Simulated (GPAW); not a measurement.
Crystal: PtS2.

```
CELL_PARAMETERS angstrom
3.54320 0.00000 0.00000
-1.77160 3.06850 0.00000
0.00000 0.00000 5.03880
ATOMIC_POSITIONS crystal
Pt 0.00000 0.00000 0.00000
S 0.66667 0.33333 0.77300
S 0.33333 0.66667 0.22700
```

Base run:

* Program: GPAW 26.7.0
* Functional: r2SCAN
* Potentials or basis: GPAW PAW data sets (gpaw-data 1.2.1)
* Cutoff: 500 eV
* Basis: pw
* k mesh: 7 × 7 × 4
* Occupations: fermi-dirac, width 0.05 eV
* Spin: no spin polarisation

Its results: band gap on the k mesh 0.98 eV, indirect (least direct gap 1.17 eV); pressure 9.1 GPa; largest force 1.222 eV/Å.

**Question.** The run is repeated on the same cell with these changes: functional from r2SCAN to PBE. What comes out?

**Answer.** Band gap on the k mesh 0.81 eV, indirect (least direct gap 0.98 eV); pressure 11.7 GPa; largest force 1.291 eV/Å.

r2SCAN gives the wider gap, since meta-GGAs in the generalised Kohn-Sham scheme recover part of the derivative discontinuity.

Caveats: the cutoff is short for stress and forces, so pressures can be off by a GPa or more; spin-orbit coupling is left out, which moves the levels of the heavy elements; an odd mesh through Γ misses points on the zone boundary, where band edges often lie; the PAW data sets were made with another functional, which shifts forces and pressure a little (some runs).
